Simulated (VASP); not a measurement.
A run of VASP 6.6.1 is set up as follows.

INCAR

```
SYSTEM = Cs
PREC     = Accurate       ! precision mode
ENCUT    = 520            ! plane-wave cutoff, eV
EDIFF    = 1E-6           ! SCF threshold, eV
ISMEAR   = -1             ! smearing method
SIGMA    = 0.05           ! smearing width, eV
LREAL    = .False.        ! projectors in reciprocal space
LASPH    = .True.         ! aspherical terms in the spheres
NELM     = 80             ! most SCF steps
ALGO     = Normal         ! electronic algorithm
ISIF     = 2              ! what is computed and relaxed
LWAVE    = .False.        ! write WAVECAR
LCHARG   = .False.        ! write CHGCAR
LDIPOL   = .True.       
IDIPOL   = 3            
DIPOL    = 0.5 0.5 0.500
GGA      = PE             ! functional
EFIELD   = 0.3          
LVHAR    = .True.       
LVACPOTAV= .True.
```

Contents of KPOINTS:

```
Automatic mesh
0
Gamma
  6 6 1
  0 0 0
```

POSCAR

```
Cs
1.0
    5.2351235659      0.0000000000      0.0000000000
   -1.7450411886      4.9357218317      0.0000000000
    0.0000000000      0.0000000000     23.5489209845
Cs
3
Direct
    0.5000000000      0.5000000000      0.3184859300
    0.0000000000      0.0000000000      0.5000000000
    0.5000000000      0.5000000000      0.6815140700
```

Potentials or basis: VASP PAW PBE potentials, release 64 (Cs_sv).

The run is started by

```console
$ cat potpaw_PBE.64/Cs_sv/POTCAR > POTCAR
$ mpirun -np 1 vasp_std > vasp.out
```

Task: Predict the largest force.

Result: 0.030 eV/Å.

Task: Predict the band gap on the k mesh.

Result: None (metal or under the smearing width).

Forces in eV/Å, atoms in the order of the input:
```
Cs   0.000  0.000 -0.028
Cs   0.000  0.000 -0.002
Cs   0.000  0.000  0.030
```

The run has no spin-orbit coupling, so splittings on Cs are missing.
